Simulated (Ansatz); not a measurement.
Write the native input for Ansatz 0.2.0 that does the following.

```
Task                : relaxation of cell and atoms
Functional          : LDA
Potentials or basis : Ansatz PAW
Cutoff              : 420 eV (not typed: the program's choice for these potentials)
k mesh              : 7 × 7 × 7
Occupations         : fermi-dirac, width 0.05 eV
Spin                : no spin polarisation
```

The system is SnTe.

```xyz
2
Lattice="0.0000 3.6111 3.6111 3.6111 0.0000 3.6111 3.6111 3.6111 0.0000" Properties=species:S:1:pos:R:3 pbc="T T T"
Te    1.8056    1.8056    1.8056
Sn    0.0000    0.0000    0.0000
```

Measurements of this composition are mostly on another form, of space group No. 225.

The input as run:

input.yaml

```yaml
crystal:
  lattice:
    - [0.0, 3.611146, 3.611146]
    - [3.611146, 0.0, 3.611146]
    - [3.611146, 3.611146, 0.0]
  atoms:
    - { symbol: Te, position: [0.25, 0.25, 0.25] }
    - { symbol: Sn, position: [0.0, 0.0, 0.0] }
hamiltonian:
  xc: lda
  pseudopotentials: { kind: paw }
kpoints:
  mp_grid: { grid: [7, 7, 7] }
scf:
  occupations: { method: fermi_dirac, width: 0.05 }
output:
  forces: true
  stress: true
  eigenvalues: true
relax:
  f_tol: 0.01
  max_steps: 40
  cell: { stress_tol: 0.05 }
```

Potentials or basis: Ansatz PAW.

Launch:

```sh
$ ansatz run input.yaml --threads 2 --pin off --max-ram 5632MiB --backend cpu --events-out ev --progress --plain --runs-dir out
```

Results of the run:

```yaml
Relaxed_volume: 42.94 Å³/atom
Relaxed_cell: a = 4.952 Å, b = 4.952 Å, c = 4.952 Å, α = 60.00°, β = 60.00°, γ = 60.00°
Space_group_after_relaxing_to_0.05_Å: F-43m (No. 216)
Energy_gained_by_relaxing: 30.5 meV/atom
Ionic_steps: 4
Pressure_after_relaxing: 0.0 GPa
Band_gap_on_the_k_mesh: none (metal or under the smearing width)
```

Caveat: the plane-wave basis is chosen anew once the cell has moved, so the energies of steps on either side of that aren't comparable; the PAW data sets come from PBE, with cores solved anew for the run's functional, which leaves a small shift of forces and pressure.

It took 7 s on 2 threads of Arm Neoverse V2, with other jobs on the host, peak memory 0.37 GiB.
